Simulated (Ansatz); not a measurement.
Crystal: Mn, simple cubic type, 1 atom in the cell.

These are results of PBE, plane waves, PAW datasets (generated soft set 1) in Ansatz, not measurements.

Cutoff 420 eV; k-mesh 47×47×47 Γ-centred; Fermi–Dirac smearing of 0.0612 eV; no spin polarisation.

```csv
V (Å³/atom),a (Å),E − E(min) (meV/atom),P (GPa)
11.191,2.2368,30.84,14.80
11.429,2.2525,13.03,9.27
11.667,2.2681,3.01,4.30
11.905,2.2834,0.00,-0.16
12.143,2.2985,3.27,-4.17
12.382,2.3134,12.18,-7.76
12.620,2.3282,26.16,-10.99
```

Task: Fit a third-order Birch–Murnaghan equation of state to the energies.

Result: V₀ = 11.896 Å³/atom (a₀ = 2.283 Å), B₀ = 212 GPa, B₀′ = 4.38.

The published all-electron PBE values for this crystal (mean of FLEUR and WIEN2k, k-spacing 0.06 Å⁻¹; Bosoni et al., Nat. Rev. Phys. 6, 45 (2024)) are V₀ = 11.899 Å³/atom, B₀ = 212.2 GPa, B₀′ = 4.32.

The stress includes the program's correction for the finite plane-wave basis.

This cubic structure is a model: it isn't the usual form of the substance at ambient conditions, and such phases are metastable or hypothetical. Spin polarisation is left out, and a magnetic state may lie lower.
